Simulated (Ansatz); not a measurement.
## Calculated ³³S nuclear quadrupole resonance for WS2 at a changed volume

Cell: a structure deposited in the COD, relaxed with PBE at fixed cell and then changed (volume scaled by 1.02, ions relaxed).

```
CELL_PARAMETERS angstrom
1.58946 0.91767 6.20415
-1.58946 0.91767 6.20415
0.00000 -1.83535 6.20415
ATOMIC_POSITIONS crystal
W 0.00066 0.00066 0.00066
S 0.24977 0.24977 0.24977
S 0.41827 0.41827 0.41827
```

Sites (sets of like atoms) are named by element and the number of their first atom in this list.

The numbers come from a DFT calculation in Ansatz (PBE, plane waves and PAW, scalar-relativistic, collinear spin, 420 eV cutoff, Γ-centred 16×16×16 k-points, Fermi–Dirac smearing 0.02 eV). Start moments as typed (μB): 2 on each W, none on the rest.

³³S: I = 3/2, Q = -69.40 mb (year-2017 value). Static lattice, zero field.

Problem. At which frequencies do the ³³S NQR lines lie?

Solution. For I = 3/2 there is one line, ν = (|C_Q|/2)(1 + η²/3)^½.

```
site  atoms  V_zz (10²¹ V/m²)  C_Q (MHz)     η  line frequencies (MHz)
  S2      2             -4.63       7.77  0.00                    3.89
  S3      3             -4.48       7.51  0.00                    3.76
```

An axis of threefold or higher order runs through S2 and S3, so V_zz lies along it and η is zero.

Without spin–orbit coupling the gradients at and beside W can be off by some per cent, at some sites by more. The start moments die out, and the run ends without spin.

The relaxation (4 steps) took 5.4 min of wall time (5.2 min of CPU time) and 1.3 GiB at its peak, on 1 thread of Intel Xeon Platinum 8259CL CPU @ 2.50GHz (Skylake/Cascade Lake) (x86_64; 16 cores open to the job, memory cap 3.0 GiB, no GPU), a shared host with a load of 0.8 a core.
